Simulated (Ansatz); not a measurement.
Se: pressure against volume, fitted

```xyz
3
Lattice="4.3662 0.0000 0.0000 -2.1831 3.7812 0.0000 0.0000 0.0000 4.9536" Properties=species:S:1:pos:R:3 pbc="T T T"
Se    0.9841    0.0000    1.6512
Se   -0.4921    0.8523    3.3024
Se    1.6910    2.9289    0.0000
```

Atoms are numbered in the order listed.

The cell is COD entry 9012501, as deposited and not checked against the literature; nothing was relaxed.

These are results of Ansatz 0.2.0, DFT, PBEsol, all-electron LAPW, scalar-relativistic, not measurements.

Settings: a Γ-centred 6×6×5 k mesh, Fermi–Dirac smearing of 0.03 eV, basis error target 1 meV/atom, no spin polarisation.

The cell is scaled evenly. Fractional coordinates are held (clamped ions).

```
V (Å³/atom)  P (GPa)
     25.625     4.21
     26.170     2.71
     26.716     1.37
     26.988     0.75
     27.261     0.17
     27.533    -0.39
     27.806    -0.91
     28.896    -2.75
```

Q: Fit a third-order Birch–Murnaghan curve to the pressures.

A: P = (3B0/2)(y^(7/2) − y^(5/2))[1 + (3/4)(B0′ − 4)(y − 1)] with y = (V0/V)^(2/3) fits within 0.01 GPa for V0 = 27.341 Å³/atom, B0 = 56.2 GPa and B0′ = 4.45.

Q: Predict the pressure at the withheld volume, 28.351 Å³/atom.

A: There y = 0.9761, so the fit gives -1.88 GPa; the run gave -1.88 GPa.
